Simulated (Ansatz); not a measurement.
Method: DFT PBE, scalar-relativistic, plane waves, PAW (Ansatz 0.2.0). Settings: cutoff 420 eV, Γ-centred meshes spaced at most about 0.3 Å⁻¹, and about 0.25 Å⁻¹ or finer for metals (2π included), Gaussian smearing. No spin polarisation.

Temperature and zero-point effects are left out.

Compare these two cells of B3N, each relaxed at this level.

1.

```
B N
1.0
     2.46271    0.00000    0.00000
     0.00000    2.46271    0.00000
     0.00000    0.00000    4.44612
B N
3 1
Direct
  0.50000 0.00000 0.70395
  0.00000 0.00000 0.00000
  0.00000 0.50000 0.29606
  0.50000 0.50000 0.50000
```

2.

```
B N
1.0
     4.22212    0.00000    0.00000
    -2.11106    3.65646    0.00000
     0.00000    0.00000    4.62147
B N
6 2
Direct
  0.13942 0.27884 0.15699
  0.72116 0.86058 0.15699
  0.13942 0.86058 0.15699
  0.86058 0.13942 0.84301
  0.86058 0.72116 0.84301
  0.27884 0.13942 0.84301
  0.33333 0.66667 0.24136
  0.66667 0.33333 0.75864
```

Question: Which would you expect to be lower, and how large is the difference?

Answer: Cell 1 is lower, by 0.32 eV/atom. Cell 1 has space group P-4m2 (No. 115), 6.7 Å³/atom and no gap on its mesh; cell 2 has space group P-3m1 (No. 164), 8.9 Å³/atom and no gap. Counting B atoms around N (those within 1.25 times the shortest such distance or 1.15 times the sum of covalent radii, 1.27 where that leaves under three), cell 1 has N 4 and cell 2 has N 3. Cell 1 holds B–B nets (shortest 1.80 Å); cell 2 holds B–B units of three or more atoms (shortest 1.77 Å). Both come from invented guesses. The lowest form computed is the arrangement of cell 1 in a distorted form (P222_1), 5 meV/atom below it.

Weakly bound directions are ill-defined at this level, which has no dispersion term (P-3m1), and this can change margins and order among such cells. Cells relaxed within their symmetry can be saddle points. Some types were kept out of the candidates beforehand, so the set may lack a known form.
